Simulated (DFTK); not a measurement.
MgS under changes of volume

One of the cells (22.740 Å³/atom); the others are scaled copies at fixed shape and fractional positions:

```
S Mg
1.0
     0.00000    2.83312    2.83312
     2.83312    0.00000    2.83312
     2.83312    2.83312    0.00000
S Mg
1 1
Direct
  0.25000 0.25000 0.25000
  0.00000 0.00000 0.00000
```

The cell comes from a database or a generator and needn't be the stable form of this composition.

```yaml
Program: DFTK 0.8.2
Functional: PBE
Potentials_or_basis: dojo.nc.sr.pbe.v0_4_1.standard.upf (PBE)
Cutoff: 1143 eV
k_mesh: 8 × 8 × 8
Occupations: fermi-dirac, width 0.05 eV
Spin: no spin polarisation
```

```tsv
volume (Å³/atom)	energy over the lowest point (meV/atom)	pressure (GPa)	gap on the mesh (eV)
21.376	26.33	5.1	3.75
21.831	?	?	?
22.285	5.71	2.2	3.54
22.740	1.19	1.0	3.44
23.195	0.00	-0.1	3.34
23.650	1.85	-1.2	3.25
24.105	6.44	-2.1	3.16
```

Q: What does the run at 21.831 Å³/atom give?

A: Energy over the lowest point 13.97 meV/atom; pressure 3.6 GPa; gap on the mesh 3.65 eV.

Worked out: A Birch-Murnaghan fit of order 3 (a polynomial in V^(-2/3)) to the other rows has its minimum at 23.14 Å³/atom with B0 = V·E''(V) = 55 GPa and B' = 4.2. It gives 13.95 meV/atom at 21.831 Å³/atom, against the run's 13.97, and -dE/dV = 3.6 GPa, against 3.6. A straight line through the other rows of the gap, of slope -4.92 eV per unit of ln V (its deformation potential), gives 3.64 eV, against the run's 3.65.

Energies are extrapolated to zero smearing.

A mesh can miss the band edges.
